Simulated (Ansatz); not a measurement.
# BaS under pressure

Method: Ansatz, DFT PBEsol, scalar-relativistic, plane waves, PAW. Plane waves to 420 eV; Γ-centred k mesh 8×8×8; fixed occupations. No spin polarisation. Phonons by linear response, acoustic sum rule imposed.

Equilibrium structure at this level:
```xyz
2
Lattice="0.0000 3.1658 3.1658 3.1658 0.0000 3.1658 3.1658 3.1658 0.0000" Properties=species:S:1:pos:R:3 pbc="T T T"
Ba    0.0000    0.0000    0.0000
S     3.1658    3.1658    3.1658
```

Spin–orbit coupling is left out, which matters for heavy elements.

The cell is relaxed again at 5 and 11 and 22 and 25 GPa. How do volume, gap and optical modes at Γ (cm⁻¹, counted from the lowest optical one; a degenerate one stands once) change?

Results:

```csv
,0 GPa,5 GPa,11 GPa,22 GPa,25 GPa
V/V0,1.000,0.916,0.849,0.769,0.752
gap (eV),2.04,1.86,1.60,1.07,0.90
"ε∞, mean",4.99,5.29,5.66,6.49,6.77
mode 1,145,174,196,221,225
```

Cost: 5 runs of about 5.5 core-minutes in all, on Arm Neoverse N1, Arm Neoverse V2 (shared hosts).